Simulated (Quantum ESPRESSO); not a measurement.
Crystal: Ti2O.

```
CELL_PARAMETERS angstrom
2.91940 0.00000 0.00000
-1.45970 2.52827 0.00000
0.00000 0.00000 4.71300
ATOMIC_POSITIONS crystal
Ti 0.33333 0.66667 0.72126
Ti 0.66667 0.33333 0.27874
O 0.00000 0.00000 0.00000
```

Base run:

* Program: Quantum ESPRESSO 7.5
* Functional: PBEsol
* Potentials or basis: GBRV 1.5 PBEsol
* Cutoff: 612 eV
* Density cutoff: 4898 eV
* k mesh: 10 × 10 × 6
* Occupations: fermi-dirac, width 0.05 eV
* Spin: no spin polarisation
* Hubbard terms: Ti d U = 1 eV

Its results: band gap on the k mesh none (metal or under the smearing width); pressure 6.2 GPa; largest force 1.277 eV/Å.

Question: After a change of settings the same cell gave: band gap on the k mesh none (metal or under the smearing width); pressure 9.4 GPa; largest force 1.220 eV/Å. Which change was it?
A. hubbard terms from Ti d U = 1 eV to Ti d U = 5 eV
B. hubbard terms from Ti d U = 1 eV to Ti d U = 3 eV
C. hubbard terms from Ti d U = 1 eV to none

Answer: B.

Caveats: U without spin polarisation on a metal has little footing; forces of over 1 eV/Å show positions far from the minimum, so gaps and moduli don't describe the material at rest.

Not every run made on this cell is shown here.
